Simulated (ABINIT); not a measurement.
Set up this calculation in ABINIT 10.8.3 (patched build), as the native input.

| Quantity | Value |
| --- | --- |
| Task | equation of state |
| Functional | PBE |
| Potentials or basis | PseudoDojo NC SR PBE v0.4.1 standard |
| Cutoff | 1143 eV |
| k mesh | 9 × 9 × 9 |
| Occupations | fermi-dirac, width 0.05 eV |
| Spin | no spin polarisation |

Crystal: AlRu.

```
Ru Al
1.0
     2.99160    0.00000    0.00000
     0.00000    2.99160    0.00000
     0.00000    0.00000    2.99160
Ru Al
1 1
Direct
  0.50000 0.50000 0.50000
  0.00000 0.00000 0.00000
```

The input as run:

run.abi

```
# Datasets: one volume each
ndtset 7
getwfk -1
scalecart1 3*0.9795861087
scalecart2 3*0.9864848297
scalecart3 3*0.9932883884
scalecart4 3*1.0000000000
scalecart5 3*1.0066227096
scalecart6 3*1.0131594038
scalecart7 3*1.0196128224

# Pseudopotentials
pp_dirpath "./"
pseudos "Ru.upf, Al.upf"

# Structure
acell 3*1.0 Angstrom
rprim
     2.9916000000     0.0000000000     0.0000000000
     0.0000000000     2.9916000000     0.0000000000
     0.0000000000     0.0000000000     2.9916000000
ntypat 2
znucl 44 13
natom 2
typat 1 2
xred
     0.5000000000     0.5000000000     0.5000000000
     0.0000000000     0.0000000000     0.0000000000

# Plane-wave basis
ecut 42.0

# k points
kptopt 1
ngkpt 9 9 9
nshiftk 1
shiftk 0.0 0.0 0.0

# Exchange and correlation
ixc 11

# Bands and occupations
nband 14
occopt 3
tsmear 0.05 eV

# SCF cycle
nstep 100
tolvrs 1.0e-10

# Output
iomode 3
prtwf 1
prtden 0
prteig 0
prtebands 0
```

Potentials or basis: PseudoDojo NC SR PBE v0.4.1 standard.

Launch:

```console
$ abinit run.abi > log 2>&1
```

Results of the run:

```
Equilibrium volume                      : 13.55 Å³/atom
Bulk modulus                            : 204 GPa
Pressure derivative of the bulk modulus : 4.4
```

Caveat: pressures at fixed basis lie under the slope of the energies.

Run time: 3.5 min on 1 thread of Arm Neoverse V1 (shared host), peak memory 0.11 GiB.
